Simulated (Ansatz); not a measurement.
A 4-atom cell of AlGaN₂ (P-4m2) from a materials database (r2SCAN geometry), in Ansatz:

```cif
data_structure
_symmetry_space_group_name_H-M 'P-4m2'
_symmetry_Int_Tables_number 115
_cell_length_a 3.1385
_cell_length_b 3.1385
_cell_length_c 4.4227
_cell_angle_alpha 90.000
_cell_angle_beta 90.000
_cell_angle_gamma 90.000
_cell_volume 43.56
loop_
_atom_site_label
_atom_site_type_symbol
_atom_site_symmetry_multiplicity
_atom_site_Wyckoff_symbol
_atom_site_fract_x
_atom_site_fract_y
_atom_site_fract_z
_atom_site_occupancy
Al1 Al 1 c 0.50000 0.50000 0.50000 1
Ga1 Ga 1 a 0.00000 0.00000 0.00000 1
N1 N 2 g 0.50000 0.00000 0.73909 1
```

G0W0@r2SCAN with 163 empty bands, a screening cutoff of 140 eV and a 4×4×4 mesh (PAW, contour deformation) gives 4.520 eV over the mesh points, from an r2SCAN gap of 3.364 eV; it sums over 176 bands with 157 plane waves in the screening and a wave cutoff of 500 eV. No extrapolation in bands, cutoff or mesh was made for G0W0. Calculated for a static, non-magnetic cell.

Problem. Estimate the gap with frequency model Godby-Needs pole.

Solution. 4.489 eV (-0.031 eV), from a Kohn-Sham gap of 3.364 eV.

Problem. Estimate the gap with potentials of the kind norm-conserving.

Solution. 4.573 eV (+0.053 eV), from a Kohn-Sham gap of 3.402 eV.

Problem. Estimate the gap with empty bands 301, screening cutoff 210 eV.

Solution. 4.537 eV (+0.017 eV), from a Kohn-Sham gap of 3.364 eV.

Problem. Estimate the gap with mesh 6×6×4, empty bands 70, screening cutoff 80 eV.

Solution. 4.409 eV (-0.111 eV), from a Kohn-Sham gap of 3.368 eV.

With a shallow d shell on the cation, G0W0 converges slowly in bands and cutoff, so these values are in doubt.
